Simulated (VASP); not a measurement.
Here is a VASP 6.6.1 calculation.

The input INCAR:

```
SYSTEM = KF
  PREC = Accurate
  ENCUT = 520
  EDIFF = 1E-6
  ISMEAR = -1
  SIGMA = 0.02
  LREAL = .False.
  LASPH = .True.
  NELM = 100
  ALGO = Normal
  ISIF = 2
  LWAVE = .False.
  LCHARG = .False.
  GGA = PE
  NBANDS = 15
```

KPOINTS

```
regular mesh
0
Gamma
  8 8 8
  0 0 0
```

File POSCAR:

```
KF
1.0
    3.1935995100      0.0147287678      0.0147287678
    0.0147287678      3.1935995100      0.0147287678
    0.0147287678      0.0147287678      3.1935995100
K F
1 1
Direct
    0.0000000000      0.0000000000      0.0000000000
    0.5000000000      0.5000000000      0.5000000000
```

Potentials or basis: VASP PAW PBE potentials, release 64 (K_sv, F).

Launch:

```sh
$ cat potpaw_PBE.64/K_sv/POTCAR potpaw_PBE.64/F/POTCAR > POTCAR
$ mpirun -np 1 vasp_std > vasp.out
```

**Question.** What does it give for the pressure?

**Answer.** 2.4 GPa.

**Question.** What does it give for the band gap on the k mesh?

**Answer.** 6.69 eV, indirect (least direct gap 6.73 eV).

Stress tensor (GPa, compression positive):
```
 2.37 -0.09 -0.09
-0.09  2.37 -0.09
-0.09 -0.09  2.37
```

A k mesh can miss the band edges.
